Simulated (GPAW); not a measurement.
Input of a GPAW 26.7.0 run:

File run.py:

```python
from ase import Atoms
from ase.filters import FrechetCellFilter
from ase.io import write
from ase.optimize import BFGS
from ase.units import GPa
from gpaw import GPAW, PW, setup_paths

setup_paths.insert(0, '.')

atoms = Atoms(['Ni', 'Ni', 'Ni', 'Si'],
              cell=[[3.542, 0.0, 0.0],
                    [0.0, 3.542, 0.0],
                    [0.0, 0.0, 3.542]],
              scaled_positions=[[0.5, 0.5, 0.0],
                                [0.5, 0.0, 0.5],
                                [0.0, 0.5, 0.5],
                                [0.0, 0.0, 0.0]],
              pbc=True)
atoms.set_initial_magnetic_moments([1.0, 1.0, 1.0, 0.0])

calc = GPAW(mode=PW(600),
            xc='PBEsol',
            kpts={'size': (6, 6, 6), 'gamma': True},
            occupations={'name': 'fermi-dirac', 'width': 0.05},
            nbands=45,
            convergence={'density': 1e-05, 'forces': 0.0001},
            maxiter=150,
            txt='gpaw.txt')
atoms.calc = calc
opt = BFGS(FrechetCellFilter(atoms, scalar_pressure=30 * GPa), trajectory='relax.traj', logfile='-')
done = opt.run(fmax=0.02, steps=60)
calc.write('gs.gpw')
write('result.traj', atoms)
print('Converged:', done)
print('Cell:', atoms.cell.cellpar().round(4))
print('Volume:', round(atoms.get_volume(), 4))
print(atoms.get_scaled_positions().round(5))
```

Potentials or basis: PAW data sets generated in the run's folder for this functional, pw.

Command:

```console
$ gpaw-setup -f PBEsol Ni Si
$ OMP_NUM_THREADS=1 python run.py
```

What does it give for the relaxed volume?

9.51 Å³/atom.

What does it give for the band gap on the k mesh?

None (metal or under the smearing width).

Predict the net moment.

0.00 μB per cell.

Estimate the relaxed cell.

a = 3.364 Å, b = 3.364 Å, c = 3.364 Å, α = 90.00°, β = 90.00°, γ = 90.00°.

The path:
| step | energy change (eV) | largest force (eV/Å) | pressure (GPa) | volume (Å³) |
| --- | --- | --- | --- | --- |
| 1 | 0.0000 | 0.0000 | -11.96 | 44.44 |
| 2 | -0.0763 | 0.0000 | -5.79 | 43.07 |
| 3 | 0.4425 | 0.0000 | 39.80 | 37.12 |
| 4 | 0.2148 | 0.0000 | 28.66 | 38.19 |
| 5 | 0.2393 | 0.0000 | 29.96 | 38.06 |

Caveat: each step starts from the last one's moments, so a moment once lost doesn't come back; the stock nickel data set gives pressures a few GPa off other programs; later steps reuse the first step's grids.
